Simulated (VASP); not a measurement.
Wanted: the native input for a VASP 6.6.1 run.

```
Task                   : single point
Functional             : PBE
Potentials or basis    : VASP PAW PBE potentials, release 64 (K_sv, Zn, F)
Cutoff                 : 520 eV
k mesh                 : 6 × 6 × 6
Occupations            : gaussian, width 0.02 eV
Spin                   : no spin polarisation
Dipole correction      : no
Further INCAR settings : ALGO = Normal; EDIFF = 1e-07; NBANDS = 29
```

The structure of KZnF3 lies in POSCAR:

```
KZnF3
1.0
    4.1261015308      0.0000000000      0.0000000000
    0.0000000000      4.1261015308      0.0000000000
    0.0000000000      0.0000000000      4.1261015308
K Zn F
1 1 3
Direct
    0.0000000000      0.0000000000      0.0000000000
    0.5000000000      0.5000000000      0.5000000000
    0.0000000000      0.5000000000      0.5000000000
    0.5000000000      0.0000000000      0.5000000000
    0.5000000000      0.5000000000      0.0000000000
```

The cell is a database's computed one.

The input as run:

INCAR

```
SYSTEM = KZnF3
ALGO = Normal
EDIFF = 1E-7
ENCUT = 520
GGA = PE
ISIF = 2
ISMEAR = 0
LASPH = .TRUE.
LCHARG = .FALSE.
LREAL = .FALSE.
LWAVE = .FALSE.
NBANDS = 29
NELM = 100
PREC = Accurate
SIGMA = 0.02
```

KPOINTS

```
k-points
0
G
  6 6 6
  0 0 0
```

Potentials or basis: VASP PAW PBE potentials, release 64 (K_sv, Zn, F).

Launch:

```bash
$ cat potpaw_PBE.64/K_sv/POTCAR potpaw_PBE.64/Zn/POTCAR potpaw_PBE.64/F/POTCAR > POTCAR
$ mpirun -np 1 vasp_std > vasp.out
```

Results of the run:

The pressure is 0.3 GPa and the band gap on the k mesh is 3.65 eV, indirect (least direct gap 5.20 eV).

Run time: 30 s on 1 thread of Intel(R) Xeon(R) Platinum 8259CL CPU @ 2.50GHz (Skylake/Cascade Lake), with other jobs on the host, peak memory 0.2 GiB.
